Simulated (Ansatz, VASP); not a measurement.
Two plane-wave programs on GaAs

Contents of INCAR:

```
ALGO = Normal ; EDIFF = 1E-6
ENCUT = 520 ; GGA = PS
ISIF = 2 ; ISMEAR = -1
LASPH = True ; LCHARG = True
LELF = True ; LREAL = False
LVHAR = True ; LWAVE = False
NBANDS = 16 ; NELM = 80
PREC = Accurate ; SIGMA = 0.05
```

KPOINTS

```
k-points
0
Gamma
  8 8 8
```

Contents of POSCAR:

```
GaAs
1.0
    0.0000000000      2.8455714065      2.8455714065
    2.8455714065      0.0000000000      2.8455714065
    2.8455714065      2.8455714065      0.0000000000
As Ga
1 1
Direct
    0.7500000000      0.7500000000      0.7500000000
    0.0000000000      0.0000000000      0.0000000000
```

The input input.yaml:

```yaml
crystal:
  lattice:
    - [0.0, 2.8455714065, 2.8455714065]
    - [2.8455714065, 0.0, 2.8455714065]
    - [2.8455714065, 2.8455714065, 0.0]
  atoms:
    - { symbol: As, position: [0.75, 0.75, 0.75] }
    - { symbol: Ga, position: [0.0, 0.0, 0.0] }
hamiltonian:
  xc: pbesol
  pseudopotentials: { kind: paw }
kpoints:
  mp_grid: { grid: [8, 8, 8] }
scf:
  occupations: { method: fermi_dirac, width: 0.05 }
output:
  forces: true
  stress: true
  eigenvalues: true
  write_density: true
  write_potential: true
  elf: true
  volumetric_format: npy
```

Alike in both runs: task single point; functional PBEsol; k mesh 8 × 8 × 8; occupations fermi-dirac, width 0.05 eV; no spin polarisation.

|  | VASP | Ansatz |
| --- | --- | --- |
| version | VASP 6.6.1 | Ansatz 0.2.0 |
| potentials or method | VASP PAW PBE potentials, release 64 (As, Ga_d) | Ansatz PAW |
| plane-wave cutoff (eV) | 520 | 420 |
| valence electrons in the cell | 18 | 28 |

```tsv
	VASP	Ansatz	Ansatz less VASP
gap on the k mesh at the Fermi level (eV)	0.31	0.30	-0.013
least direct gap on the mesh (eV)	0.31	0.30	-0.013
pressure (GPa)	-1.0	-1.1	-0.15
```

With one functional, cell and mesh, what is left measures potentials, basis and numerics. The two sets of potentials don't hold the same shells in valence.

Caveats: the PAW data sets were made with another functional, which shifts forces and pressure a little (VASP); the PAW data sets come from PBE, with cores solved anew for the run's functional, which leaves a small shift of forces and pressure (Ansatz).
